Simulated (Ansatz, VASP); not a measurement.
## ZnSe in VASP and in Ansatz

```
Zn Se
1.0
     0.00000    2.68506    2.68506
     2.68506    0.00000    2.68506
     2.68506    2.68506    0.00000
Zn Se
1 1
Cartesian
  0.0000 0.0000 0.0000
  4.0276 4.0276 4.0276
```

Alike in both runs: functional r2SCAN; k mesh 8 × 8 × 8; no spin polarisation.

Ansatz relaxed the structure, and its values are those at the end. VASP's run is a single point on that final structure, the one shown.

```csv
,VASP,Ansatz
version,VASP 6.6.1,Ansatz 0.2.0
potentials or method,"VASP PAW PBE potentials, release 64 (Zn, Se)","PAW with Ansatz's default frozen-core files, scalar-relativistic"
plane-wave cutoff (eV),520,500
occupations,"gaussian, width 0.01 eV",fixed
valence electrons in the cell,18,28
```

```tsv
	VASP	Ansatz	Ansatz less VASP
gap on the k mesh at the Fermi level (eV)	2.61	2.59	-0.017
pressure (GPa)	15.2	15.0	-0.23
```

The two sets of potentials don't hold the same shells in valence.

Caveats: so large a pressure means that the cell lies far from this level's equilibrium, or that cutoff or potentials fall short (VASP); the potentials were made for another functional, which shifts forces and pressure (VASP). A k mesh can miss the band edges.
